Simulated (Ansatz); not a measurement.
# What a change of settings does to a run on Ag

The cell is COD entry 9008459, as deposited and not checked against the literature; nothing was relaxed.

First run: DFT, LDA, PAW with Ansatz's default frozen-core files, scalar-relativistic (Ansatz 0.2.0).

Command: `ansatz run input.yaml --threads 1 --pin off --max-ram 2048MiB --backend cpu --events-out ev --progress --plain --runs-dir out` The run took 3.5 s on 1 thread of Arm Neoverse V1 (shared host), peak memory 0.32 GiB.

```yaml
crystal:
  lattice:
    - [0.0, 2.0431, 2.0431]
    - [2.0431, 0.0, 2.0431]
    - [2.0431, 2.0431, 0.0]
  atoms:
    - { symbol: Ag, position: [0.0, 0.0, 0.0] }
kpoints:
  mp_grid: { grid: [15, 15, 15] }
  band_path:
    path:
      - [0.0, 0.0, 0.0]
      - [0.5, 0.0, 0.5]
      - [0.625, 0.25, 0.625]
      - [0.375, 0.375, 0.75]
      - [0.0, 0.0, 0.0]
      - [0.5, 0.5, 0.5]
      - [0.5, 0.25, 0.75]
      - [0.5, 0.0, 0.5]
    npoints: 5
scf:
  occupations: { method: fermi_dirac, width: 0.05 }
hamiltonian:
  xc: lda
  pseudopotentials: { kind: paw }
output:
  forces: true
  stress: true
  eigenvalues: true
  efg: { contact_densities: true }
```

Result: converged; pressure -7.45 GPa; 6 SCF iterations.

The input is then changed:

```diff
@@ -7,5 +7,5 @@
     - { symbol: Ag, position: [0.0, 0.0, 0.0] }
 kpoints:
-  mp_grid: { grid: [15, 15, 15] }
+  mp_grid: { grid: [22, 22, 22] }
   band_path:
     path:
@@ -21,4 +21,5 @@
 scf:
   occupations: { method: fermi_dirac, width: 0.05 }
+  lower_state_search: light
 hamiltonian:
   xc: lda
@@ -29,3 +30,5 @@
   eigenvalues: true
   efg: { contact_densities: true }
+basis:
+  ecutrho_ratio: 9
```

Problem. What does the second run give?

Solution. It converged; energy at zero smearing -5.6 meV/atom from the first run; pressure -7.33 GPa; 6 SCF iterations.
